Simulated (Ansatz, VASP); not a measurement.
Given: the input of a run of Ansatz 0.2.0 on CoO.

The input input.yaml:

```yaml
crystal:
  lattice:
    - [1.5805655677, 0.912539956, 2.5317845992]
    - [-1.5805655677, 0.912539956, 2.5317845992]
    - [0.0, -1.825079912, 2.5317845992]
  atoms:
    - { symbol: Co, position: [0.99897832, 0.99897832, 0.99897832], spin: 2.0 }
    - { symbol: O, position: [0.75102103, 0.75102103, 0.75102103] }
kpoints:
  mp_grid: { grid: [10, 10, 10] }
scf:
  occupations: { method: fermi_dirac, width: 0.05 }
hamiltonian:
  xc: pbesol
  pseudopotentials: { kind: all_electron, lapw: { basis_error: 0.0005 } }
magnetization:
  spin_polarized: true
output:
  forces: true
  stress: true
  eigenvalues: true
```

Potentials or basis: all-electron LAPW, scalar-relativistic.

Launch:

```sh
$ ansatz run input.yaml --threads 2 --pin off --max-ram 6144MiB --backend cpu --events-out ev --progress --plain --runs-dir out
```

Task: Set up the same calculation for VASP 6.6.1. Potentials there: VASP PAW PBE potentials, release 64 (Co, O).

Result: As run (the cutoff follows the program's own potentials):

The input INCAR:

```
SYSTEM = CoO
PREC = Accurate
ENCUT = 520
EDIFF = 1E-6
ISMEAR = -1
SIGMA = 0.05
LREAL = .False.
LASPH = .True.
NELM = 150
ALGO = Normal
ISIF = 2
LWAVE = .False.
LCHARG = .False.
ISPIN = 2
MAGMOM = 2 0
LORBIT = 11
LMAXMIX = 4
GGA = PS
NBANDS = 18
```

KPOINTS

```
Automatic mesh
0
Gamma
  10 10 10
  0 0 0
```

POSCAR

```
CoO
1.0
    1.5805655677      0.9125399560      2.5317845992
   -1.5805655677      0.9125399560      2.5317845992
    0.0000000000     -1.8250799120      2.5317845992
Co O
1 1
Direct
    0.9989783200      0.9989783200      0.9989783200
    0.7510210300      0.7510210300      0.7510210300
```

Potentials or basis: VASP PAW PBE potentials, release 64 (Co, O).

The run is started by

```console
$ cat potpaw_PBE.64/Co/POTCAR potpaw_PBE.64/O/POTCAR > POTCAR
$ mpirun -np 1 vasp_std > vasp.out
```

Both were run:

|  | VASP | Ansatz | Ansatz less VASP |
| --- | --- | --- | --- |
| gap on the k mesh at the Fermi level (eV) | none | none | - |
| pressure (GPa) | -4.3 | -3.9 | +0.41 |
| largest component of the traceless stress (GPa) | 3.70 | 3.64 | -0.057 |
| rms of the force components (eV/Å) | 0.148 | 0.143 | -0.0050 |
| net moment per atom (μB) | 1.26 | 1.28 | +0.017 |
| size of the moment on the site where the two differ most (μB) | 0.27 | 0.28 | +0.010 |

Site moments also hang on the region over which each program counts them. Atom by atom the forces differ by 0.005 eV/Å (rms over components). A gap of «none» marks a metal or a gap that the smearing closes. Ansatz ran all-electron here, so the differences hold the error of VASP's frozen core and of both bases.

Caveats: a cell with one magnetic atom can't hold antiferromagnetic order, which such compounds often take; semilocal functionals often make such compounds metallic where correlation or magnetic order opens a gap, which also shifts bond lengths; the PAW data sets were made with another functional, which shifts forces and pressure a little (VASP).
